**Q:** These are five relaxations of the same nickel crystal with different density functionals. Which result should I distrust, and how would I notice?

Cell relaxations of ferromagnetic fcc nickel with GPAW 26.7.0: plane-wave PAW DFT with D3(BJ) dispersion, 600 eV cutoff, 13 × 13 × 13 k mesh, Fermi–Dirac smearing of 0.05 eV. Volume changes are relative to the common start cell (10.49 Å³ per atom), and a is the edge of the primitive cell. PBEsol was relaxed to a target pressure of −1 GPa (tension).

```
functional                                           potentials  volume change (%)  relaxed length a (Å)
       PBE                 GPAW-PAW-data-sets-(gpaw-data-1.2.1)              1.390                 2.469
    PBEsol  PAW-data-sets-made-by gpaw-setup-for-the-functional             -2.110                 2.440
    revPBE                 GPAW-PAW-data-sets-(gpaw-data-1.2.1)              0.000                 2.457
      RPBE                 GPAW-PAW-data-sets-(gpaw-data-1.2.1)             -7.220                 2.397
      BLYP  PAW-data-sets-made-by gpaw-setup-for-the-functional              0.940                 2.465
```

**A:** Look at RPBE first. "Volume change" is counted from a common start cell; RPBE has lost 7.2% of that volume, while PBE has gained 1.4%. The table's length a is the edge of the primitive cell; the cube edge is √2 times longer, which gives 3.39 Å for RPBE, against roughly 3.5 Å in measured nickel. The direction is as telling as the size: without a dispersion correction, RPBE is known to give metals larger lattices than PBE.

**Q:** revPBE shows a change of exactly zero. Is that the best result?

**A:** No, that run stopped at its first step, because a leftover pressure of 0.65 GPa was within its tolerance. Divided by a bulk modulus of about 230 GPa, this puts the stress-free cell some 0.3% above the start. It is still smaller than the PBE cell, although revPBE, like RPBE, should give the larger lattice. This gap of about 1% is weak evidence, because a pressure error of little more than 2 GPa would be enough to close it. These runs include no comparison with another code that could rule such an error in or out. The makers of the data do caution that pressures from nickel data sets can be off those of other codes, but that rests on their tests on other systems, not on these runs. RPBE lies several times as far below PBE, so its collapse is the stronger sign. Two other rows also stop noticeably away from zero pressure: PBEsol was deliberately relaxed under slight tension, and RPBE kept a little pressure. At zero pressure their changes would be about −2.5% and −6.9%, which leaves the order of the rows the same.

**Q:** What could turn the order round?

**A:** All five runs add the D3(BJ) dispersion correction, an attraction summed over pairs of atoms. For two atoms at distance r its leading part is −C₆/(r⁶ + f⁶), where C₆ sets the strength and f is a damping length that weakens the attraction at short range. A second part falls off as r⁻⁸ and is damped in the same way. Both f and the weight of the second part are chosen separately for each functional.

**Q:** Does the damping length differ enough to matter?

**A:** Compare the leading part with its undamped value, −C₆/r⁶. The surviving fraction is r⁶/(r⁶ + f⁶), or q/(1 + q) with q = (r/f)⁶. For nearest neighbours in RPBE, r is 2.4 Å and f about 3.0 Å, so q is 0.26 and 21% survives. In PBE, r is 2.5 Å and f about 4.4 Å, so q is 0.03 and only 3% survives. RPBE therefore leaves a strong attraction between atoms that already touch.

**Q:** Then why is revPBE affected, if its damping length is close to that of PBE?

**A:** Its r⁻⁸ part carries about three times the weight. The inward pull depends on both settings: it is roughly 7 GPa in PBE, 15 GPa in revPBE and 40 GPa in RPBE. The pull alone does not fix the order of the volumes, though: BLYP has about 17 GPa and still ends larger than revPBE. To judge another functional with D3(BJ), look at both the damping length and that weight.

**Q:** How reliable are those pulls?

**A:** They come from the pair formula summed over the crystal, with rough recalled damping constants and one common C₆ fitted to the dispersion energies of all five runs. The sum matches those energies to within about 1%, except for PBEsol, where it is 5% too low. That supports the formula for the energies. The pulls are estimates from its slope with volume, and the runs do not list them separately for comparison. Whether the correction suits nickel is another question.

**Q:** Could RPBE itself still be what shrinks the crystal?

**A:** The energies speak against it. From the start cell to the final one, the total energy falls by 44 meV, while the D3 part alone, taken from the formula, falls by 178 meV. Everything else must therefore have risen by 178 − 44 = 134 meV. Without D3, this contraction would have cost energy.

**Q:** But dispersion forces are real. Why does the correction fail here?

**A:** Think of two argon atoms. Each is a closed shell, they sit well apart, and a pair attraction describes them well. The comparison ends where nickel's neighbours share conduction electrons: these screen the fluctuating dipoles, an effect that a sum over independent pairs leaves out. At such short distances the functional also describes much of the bonding already, so D3 counts part of it twice. The damping was tuned mainly on molecules, where a short damping length can make up for a functional that binds too weakly. That is the theoretical argument; these runs do not separate screening from double counting.

**Q:** Would the expected order return without D3?

**A:** Probably, as far as PBE is concerned. I removed the pull and let the metal expand along a standard pressure–volume curve, with two assumed stiffnesses. PBE then ends roughly 4 to 5% above the start volume, and both revPBE and RPBE lie above PBE. Which of those two is larger depends on the assumed stiffness. No run without D3 is available to test this estimate; the printed output below gives it for every row.

**Q:** What should I check in my own calculation?

**A:** Repeat the relaxation without the dispersion term and compare the volumes. A small volume change is no proof that the correction is harmless: revPBE has twice the pull of PBE and still ends near the start cell, because in that cell the functional on its own pushes outward about as strongly as D3 pulls inward.

Printed output of the fit:

```
fit of ed on 5 rows: coefficient of bas 126.3 +/- 0.49; rms 0.0104, worst PBEsol -0.021, leave-one-out rms 0.0116
mean bulk modulus from the steps (GPa): 230.1
RPBE volume change less that of PBE (percentage points): -8.61
D3 energy of RPBE over that of PBE (ratio): 5.404
cells and D3 energy:
     row  change at zero pressure %  cubic edge A  size of D3 energy eV  D3 formula eV
     PBE                      1.311         3.492                0.4732           0.47
  PBEsol                      -2.52         3.451                0.4417         0.4207
  revPBE                     0.2845         3.475                0.9263         0.9342
    RPBE                     -6.898          3.39                 2.557           2.56
    BLYP                     0.9454         3.486                  1.08          1.077
D3 pull and rough D3-free volume:
     row  damping length A  nearest-neighbour share %  inward pull GPa  D3-free change % at 180 GPa  D3-free change % at 230 GPa
     PBE             4.422                      24.74            7.326                        5.127                         4.36
  PBEsol             5.472                      13.17            6.712                       0.8438                       0.2308
  revPBE             4.384                      26.65            14.85                        7.428                        5.983
    RPBE             2.993                      65.69            40.18                        7.994                        5.372
    BLYP             4.316                      28.39            17.03                        9.076                        7.507
energy change from start to final cell:
     row  total meV  D3 part meV  all the rest meV
     PBE     -1.206        6.781            -7.987
  PBEsol     -4.968       -9.099             4.131
  revPBE          0            0                 0
    RPBE     -43.91       -177.8             133.9
    BLYP     -0.573        10.61            -11.19
```
